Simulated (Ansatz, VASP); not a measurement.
# One calculation of Li3H8, two programs

INCAR

```
PREC     = Accurate       # precision mode
ENCUT    = 600            # plane-wave cutoff, eV
EDIFF    = 1E-6           # SCF threshold, eV
ISMEAR   = 0              # smearing method
SIGMA    = 0.1            # smearing width, eV
LREAL    = False          # projectors in reciprocal space
LASPH    = True           # aspherical terms in the spheres
NELM     = 100            # most SCF steps
ALGO     = Normal         # electronic algorithm
ISIF     = 3              # what is computed and relaxed
LWAVE    = False          # write WAVECAR
LCHARG   = False          # write CHGCAR
GGA      = PE             # functional
IBRION   = 2              # ionic algorithm
NSW      = 90             # ionic steps
EDIFFG   = -0.04          # ionic threshold
```

KPOINTS

```
regular mesh
0
Gamma
  6 6 6
```

The input POSCAR:

```
Li3H8
1.0
    3.0259318500      1.7470225700      5.3694405400
   -3.0259318500      1.7470225700      5.3694405400
    0.0000000000     -3.4940451400      5.3694405400
Li H
3 8
Direct
    0.5432571900      0.5432571900      0.5432571900
    0.4567428100      0.4567428100      0.4567428100
    0.0000000000      0.0000000000      0.0000000000
    0.0000000000      0.0000000000      0.5000000000
    0.5000000000      0.0000000000      0.0000000000
    0.0000000000      0.5000000000      0.0000000000
    0.7832253300      0.7832253300      0.7832253300
    0.2167746700      0.2167746700      0.2167746700
    0.5000000000      0.5000000000      0.0000000000
    0.0000000000      0.5000000000      0.5000000000
    0.5000000000      0.0000000000      0.5000000000
```

Input for Ansatz:

```yaml
crystal:
  lattice:
    - [3.02593185, 1.74702257, 5.36944054]
    - [-3.02593185, 1.74702257, 5.36944054]
    - [0.0, -3.49404514, 5.36944054]
  atoms:
    - { symbol: Li, position: [0.54325719, 0.54325719, 0.54325719] }
    - { symbol: Li, position: [0.45674281, 0.45674281, 0.45674281] }
    - { symbol: Li, position: [0.0, 0.0, 0.0] }
    - { symbol: H, position: [0.0, 0.0, 0.5] }
    - { symbol: H, position: [0.5, 0.0, 0.0] }
    - { symbol: H, position: [0.0, 0.5, 0.0] }
    - { symbol: H, position: [0.78322533, 0.78322533, 0.78322533] }
    - { symbol: H, position: [0.21677467, 0.21677467, 0.21677467] }
    - { symbol: H, position: [0.5, 0.5, 0.0] }
    - { symbol: H, position: [0.0, 0.5, 0.5] }
    - { symbol: H, position: [0.5, 0.0, 0.5] }
basis:
  ecutwfc: 420
kpoints:
  mp_grid: { grid: [6, 6, 6] }
hamiltonian:
  xc: pbe
scf:
  occupations: { method: gaussian, width: 0.1 }
  lower_state_search: "off"
output:
  forces: true
  stress: true
  eigenvalues: true
relax:
  adjacent_minimum: "off"
  f_tol: 0.04
  max_steps: 70
  cell: { stress_tol: 0.4 }
```

Alike in both runs: task relaxation of cell and atoms; functional PBE; k mesh 6 × 6 × 6; occupations gaussian, width 0.1 eV; no spin polarisation.

```csv
,VASP,Ansatz
version,VASP 6.6.1,Ansatz 0.2.0
potentials or method,"VASP PAW PBE potentials, release 64 (Li_sv, H)","scalar-relativistic, plane waves, PAW"
plane-wave cutoff (eV),600,420
valence electrons in the cell,17,17
```

```csv
,VASP,Ansatz,Ansatz less VASP
"gap on the k mesh at the Fermi level, each at its own relaxed structure (eV)",none,none,-
relaxed volume (Å³/atom),6.90,7.06,+0.159
relaxed cell length with the largest relative difference (Å),5.527,5.609,+0.0817
energy change over the relaxation (meV/atom),-993,-993,-0.2
```

A gap of «none» marks a metal or a gap that the smearing closes.

Caveats: the cutoff is under 1.25 times the usual one of these potentials, so pressure, stress and relaxed cells hold a basis-set (Pulay) error (VASP); the volume moved by over 15 % at a fixed basis, so the end points are rough (VASP).
